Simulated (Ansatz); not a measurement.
What strain does to KCl (Fm-3m)

A 2-atom cell of KCl started from a crystallographic database, relaxed with r2SCAN in Ansatz 0.2.0. It is cubic, Fm-3m (No. 225); a = 6.290 Å in the conventional setting, 31.10 Å³ an atom. K has 6 Cl at 3.14 Å; Cl has 6 K at 3.14 Å.

The axes x, y and z are those of this cell:
```xyz
2
Lattice="0.0000 3.1448 3.1448 3.1448 0.0000 3.1448 3.1448 3.1448 0.0000" Properties=species:S:1:pos:R:3 pbc="T T T"
K     0.0000    0.0000    0.0000
Cl    3.1448    3.1448    3.1448
```

Unstrained: PBE gives a direct gap of 5.194 eV at Γ. r2SCAN gives a direct gap of 5.831 eV at Γ. The HSE06 gap is direct at Γ: 6.505 eV. Meshes: PBE 8×8×8, r2SCAN 8×8×8, HSE06 6×6×6. Strains are changes of length per length, and xy shears are angles. After each strain the atoms were relaxed again with r2SCAN within the symmetry that the strain leaves, so tilts or polar shifts that break it weren't tested; points keep the names that they have in the unstrained zone. The values are computed, spin-unpolarised, and not measurements.

Changes of the least gap in eV (an overlap counts as a negative gap):

| strain | volume change (%) | space group | PBE | r2SCAN | HSE06 | G0W0@PBE (mesh) | energy rise, r2SCAN (meV/atom) |
| --- | --- | --- | --- | --- | --- | --- | --- |
| epitaxial +2.95 % in the xy plane, free normal strain -0.69 % | +5.3 | I4/mmm | -0.187 | -0.194 | -0.198 | -0.16 | 7.2 |
| xy shear, engineering strain (angle) -2.68 % | 0.0 | Immm | -0.028 | -0.028 | -0.029 | -0.03 | 0.5 |
| uniaxial +1.64 % along x | +1.6 | I4/mmm | -0.059 | -0.062 | -0.063 | -0.05 | 1.0 |
| uniaxial -2.0 % along z | -2.0 | I4/mmm | +0.059 | +0.058 | +0.064 | +0.05 | 2.1 |

Unstrained, G0W0@PBE with 259 empty bands, a screening cutoff of 150 eV and a 4×4×4 mesh gives 7.95 eV on its mesh; the band count follows the volume. G0W0 values are finite-basis, finite-mesh values.

Epitaxial +2.95 % in the xy plane, free normal strain -0.69 %. HSE06: the gap goes from 6.505 to 6.307 eV (-0.198 eV); with r2SCAN the top three valence levels at Γ, degenerate before, become 1+2 from the top over 20 meV. Stress change with r2SCAN, compression positive: xx -1.20, yy -1.20, zz -0.01 GPa.

Xy shear, engineering strain (angle) -2.68 %. HSE06: the gap goes from 6.505 to 6.476 eV (-0.029 eV); with r2SCAN the top three valence levels at Γ, degenerate before, become 1+1+1 from the top over 52 meV. Stress change with r2SCAN, compression positive: xx 0.00, yy 0.00, zz -0.01, xy +0.17 GPa.

Uniaxial +1.64 % along x, other directions held. HSE06: the gap goes from 6.505 to 6.442 eV (-0.063 eV); with r2SCAN the top three valence levels at Γ, degenerate before, become 2+1 from the top over 11 meV. Stress change with r2SCAN, compression positive: xx -0.68, yy -0.09, zz -0.09 GPa.

Uniaxial -2.0 % along z, other directions held. HSE06: the gap goes from 6.505 to 6.569 eV (+0.064 eV); with r2SCAN the top three valence levels at Γ, degenerate before, become 1+2 from the top over 18 meV. Stress change with r2SCAN, compression positive: xx +0.12, yy +0.12, zz +1.07 GPa.

The meshes of the hybrids are coarse, so their gaps aren't converged to the digits shown.

The splittings at Γ are without spin-orbit coupling, which regroups them where it is of like size or larger.
